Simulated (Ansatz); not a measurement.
Step by step: GaN, relaxation of cell and atoms

All numbers below come from DFT, PBE, PAW with Ansatz's default frozen-core files, scalar-relativistic (Ansatz 0.2.0).

Command: `ansatz run input.yaml --threads 1 --pin off --max-ram 2048MiB --backend cpu --events-out ev --progress --plain --runs-dir out` The run took 14 s on 1 thread of Arm Neoverse V1 (shared host), peak memory 0.31 GiB.

```yaml
crystal:
  lattice:
    - [0.0, 2.2322827293, 2.2322827293]
    - [2.2322827293, 0.0, 2.2322827293]
    - [2.2322827293, 2.2322827293, 0.0]
  atoms:
    - { symbol: Ga, position: [0.0, 0.0, 0.0] }
    - { symbol: "N", position: [0.5, 0.5, 0.5] }
kpoints:
  mp_grid: { grid: [13, 13, 13] }
scf:
  occupations: { method: fermi_dirac, width: 0.05 }
hamiltonian:
  xc: pbe
  pseudopotentials: { kind: paw }
output:
  forces: true
  stress: true
  write_density: true
  write_potential: true
  elf: true
  volumetric_format: npy
relax:
  f_tol: 0.005
  max_steps: 80
  cell: {}
```

The cell is built from the rocksalt type as a first guess.

The cutoff is 420 eV; energies and pressures of the walk include the program's estimate of the Pulay term.

Each frame lists the cell vectors (Å), then Cartesian positions (Å); symmetry keeps all forces zero. Free energies count from the first step, -4166.7602 eV.

The walk took 8 evaluations in all; steps that aren't listed are left out.

Step 1: E = 0.0 meV, P = -20.29 GPa

```
cell 0.0000 2.2323 2.2323 2.2323 0.0000 2.2323 2.2323 2.2323 0.0000
Ga    0.0000    0.0000    0.0000
N     2.2323    2.2323    2.2323
```

Step 2:

```
cell 0.0000 2.1597 2.1597 2.1597 0.0000 2.1597 2.1597 2.1597 0.0000
Ga    0.0000    0.0000    0.0000
N     2.1597    2.1597    2.1597
```

Step 3: E = -208.0 meV, P = 2.22 GPa

```
cell 0.0000 2.1280 2.1280 2.1280 0.0000 2.1280 2.1280 2.1280 0.0000
Ga    0.0000    0.0000    0.0000
N     2.1280    2.1280    2.1280
```

(1) Give the energy, pressure of step 2.

(2) How does the relaxation end?

Results:

(1) E = -191.9 meV, P = -6.60 GPa
```
Ga    0.0000    0.0000    0.0000
N     2.1597    2.1597    2.1597
```

(2) It converges, with a = 4.268 Å, b = 4.268 Å, c = 4.268 Å, α = 90.00°, β = 90.00°, γ = 90.00° (conventional cell, space group Fm-3m). The last solve (on a basis chosen afresh for the final cell, so its energy is not quite comparable) gives E = -202.9 meV, P = 0.00 GPa:
```
cell 0.0000 2.1341 2.1341 2.1341 0.0000 2.1341 2.1341 2.1341 0.0000
Ga    0.0000    0.0000    0.0000
N     2.1341    2.1341    2.1341
```
